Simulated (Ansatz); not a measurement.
## Smearing, entropy and the zero-width energy in AlNi3

These are results of Ansatz, DFT PBEsol, scalar-relativistic, plane waves, PAW, not measurements.

```yaml
crystal:
  lattice:
    - [0.00000, 2.80189, 2.80189]
    - [2.80189, 0.00000, 2.80189]
    - [2.80189, 2.80189, 0.00000]
  atoms:
    - { symbol: Al, position: [0.50000, 0.50000, 0.50000] }
    - { symbol: Ni, position: [0.25000, 0.25000, 0.25000] }
    - { symbol: Ni, position: [0.00000, 0.00000, 0.00000] }
    - { symbol: Ni, position: [0.75000, 0.75000, 0.75000] }
```

```json
{
  "plane-wave cutoff": "420 eV",
  "Γ-centred k-mesh": "14×14×14",
  "spin treatment": "unpolarised"
}
```

The same metal under several smearings of width σ, on one mesh. F is the free energy, TS the smearing's entropy term for the cell of 4 atoms, and E = F + TS. Gaussian occupations are ½ erfc[(ε − μ)/σ], and N counts both spins.

| rule | σ (eV) | F − F(narrowest) (meV/atom) | TS (meV/cell) |
| --- | --- | --- | --- |
| Fermi–Dirac | 0.01 | -0.082 | 0.741 |
| Fermi–Dirac | 0.05 | -2.686 | 23.212 |
| Fermi–Dirac | 0.2 | -57.428 | 501.523 |
| Gaussian | 0.01 | 0.000 | 0.133 |
| Gaussian | 0.1 | -1.542 | 13.425 |

Question: For a density of states N (both spins) that is flat over the smeared range, TS = Nσ²/2 (Gaussian) and (π²/3)Nσ² (Fermi–Dirac). What N does each run give?

Answer:
```tsv
rule	σ (eV)	N (states/eV a cell)
Fermi–Dirac	0.01	2.25
Fermi–Dirac	0.05	2.82
Fermi–Dirac	0.2	3.81
Gaussian	0.01	2.65
Gaussian	0.1	2.69
```

Equal entropy needs σ_Gauss = π√(2/3) σ_FD = 2.57 σ_FD, so a Fermi–Dirac width acts like a Gaussian one 2.57 times as large. At moderate widths N lies between 2.69 and 2.82, nearly constant, so the density of states is smooth near the Fermi level and the mesh resolves it. At the narrowest widths only the few mesh levels within σ of μ count, so N can scatter there.

Question: To second order F = E0 − TS/2 and E = E0 + TS/2. How well does E0 = (E + F)/2 undo the smearing?

Answer:
| rule | σ (eV) | F − E0(narrowest) (meV/atom) | (E + F)/2 − E0(narrowest) (meV/atom) |
| --- | --- | --- | --- |
| Fermi–Dirac | 0.01 | -0.10 | -0.01 |
| Fermi–Dirac | 0.05 | -2.70 | 0.20 |
| Fermi–Dirac | 0.2 | -57.44 | 5.25 |
| Gaussian | 0.01 | -0.02 | 0.00 |
| Gaussian | 0.1 | -1.56 | 0.12 |

At Fermi–Dirac 0.05 eV the free energy is off by -2.70 meV/atom and the mean by 0.20. What remains is of order σ⁴ plus the mesh error of the narrowest run, which is no exact reference. Forces and stress are derivatives of F, not of E0, so they keep the σ² error.

8 further runs of this set aren't shown, and 1 didn't finish or converge.

The apparent density of states stays near 2.7 to 2.8 states/eV a cell at moderate widths but climbs to 3.81 for Fermi–Dirac at 0.2 eV, so the flat-band formula fails there. A slope alone wouldn't raise the entropy this way, since gains on one side of the Fermi level offset losses on the other. The rise calls for more states further out, most probably the Ni 3d states below the Fermi level, which the long Fermi–Dirac tails reach.

The same departure from flatness explains why the mean of E and F still misses by 5.25 meV/atom at that width. Between 0.2 and 0.05 eV, however, this residual shrinks far less than a fourth-power law requires. The remaining 0.20 meV/atom therefore probably owes much to the reference or to finer structure in the bands, and isn't a clean measure of the smearing error.

The cell has the D0₃ arrangement, not the L1₂ order of ordinary Ni₃Al, so these densities of states shouldn't be carried over to that phase.
